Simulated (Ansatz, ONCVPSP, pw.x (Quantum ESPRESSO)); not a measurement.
pw.x on fcc As: one setting changed

Potential: optimised norm-conserving Vanderbilt (ONCV), ONCVPSP 4.0.1.1 (patched build), PBE; core [Ar] 3d10, reference 4s2 4p3; waves: 4s: rc 1.50 bohr, ncon 5, nbas 9, qcut 4.3 1/bohr, 2 projectors, debl 2.6 Ha; 4p: rc 1.85 bohr, ncon 4, nbas 8, qcut 3.8 1/bohr, 2 projectors, debl 0.5 Ha; d scattering state at 0.31 Ha: rc 1.85 bohr, ncon 4, nbas 9, qcut 5.6 1/bohr, 1 projector; local part: polynomial inside 1.35 bohr (lpopt 2, dvloc0 0 Ha); core correction: Teter function fitted to the true core (icmod 2), fcfact 0.6.

The reference run (k-mesh 13³, cutoffs 125/500 Ry, Fermi–Dirac 0.01 Ry, mixing_beta 0.4, conv_thr 1e-9, no spin) gives -1.09 GPa at 19.405 Å³/atom, where all-electron LAPW gives -0.16 GPa. This run, with its own iteration cap, changes ecutrho/ecutwfc to 6.

```
&control
  calculation='scf', prefix='x', pseudo_dir='./', outdir='./tmp', tstress=.true., disk_io='none'
/
&system
  ibrav=0, nat=1, ntyp=1, ecutwfc=125, ecutrho=750, nbnd=9,
  occupations='smearing', smearing='fd', degauss=0.01
/
&electrons
  conv_thr=1e-09, mixing_beta=0.4, electron_maxstep=50
/
ATOMIC_SPECIES
As 1.0 As.UPF
CELL_PARAMETERS angstrom
  0.00000000 2.13285444 2.13285444
  2.13285444 0.00000000 2.13285444
  2.13285444 2.13285444 0.00000000
ATOMIC_POSITIONS crystal
As 0.0000 0.0000 0.0000
K_POINTS automatic
13 13 13 0 0 0
```

```bash
pw.x < As.scf.in > As.scf.out
```

Q: How does the run end?

A: It converges in 6 iterations; the free energy moves by +0.0 meV/atom and the pressure by +0.00 GPa. The result is that of the reference run.

```
Message from routine setup:
     using ibrav=0 with symmetry is DISCOURAGED, use correct ibrav instead
     lattice parameter (alat)  =       5.7000  a.u.
     unit-cell volume          =     130.9514 (a.u.)^3
     number of electrons       =         5.00
     number of Kohn-Sham states=            9
     kinetic-energy cutoff     =     125.0000  Ry
     charge density cutoff     =     750.0000  Ry
     scf convergence threshold =      1.0E-09
     Exchange-correlation= PBE
     number of k points=    84  Fermi-Dirac smearing, width (Ry)=  0.0100
     iteration #  1     ecut=   125.00 Ry     beta= 0.40
     total energy              =     -17.93720065 Ry
     estimated scf accuracy    <       0.00169501 Ry
     iteration #  2     ecut=   125.00 Ry     beta= 0.40
     total energy              =     -17.93708261 Ry
     estimated scf accuracy    <       0.00046245 Ry
     iteration #  3     ecut=   125.00 Ry     beta= 0.40
     total energy              =     -17.93712792 Ry
     estimated scf accuracy    <       0.00000361 Ry
     iteration #  4     ecut=   125.00 Ry     beta= 0.40
     total energy              =     -17.93712896 Ry
     estimated scf accuracy    <       0.00000012 Ry
     iteration #  5     ecut=   125.00 Ry     beta= 0.40
     total energy              =     -17.93712899 Ry
     estimated scf accuracy    <          8.0E-09 Ry
     iteration #  6     ecut=   125.00 Ry     beta= 0.40
     the Fermi energy is     8.7333 ev
!    total energy              =     -17.93712899 Ry
     estimated scf accuracy    <          1.1E-10 Ry
     smearing contrib. (-TS)   =      -0.00294608 Ry
     The total energy is F=E-TS. E is the sum of the following terms:
     one-electron contribution =       4.87006223 Ry
     hartree contribution      =       0.27793405 Ry
     xc contribution           =      -8.86294511 Ry
     ewald contribution        =     -14.21923409 Ry
     convergence has been achieved in   6 iterations
          total   stress  (Ry/bohr**3)                   (kbar)     P=      -10.86
     Message from routine punch:
     Nothing written, as per user request (disk_io='none')
```

The run took about 21 s on one core of a shared host (Intel(R) Xeon(R) 6975P-C, 192 threads, 378 GiB, load 75).
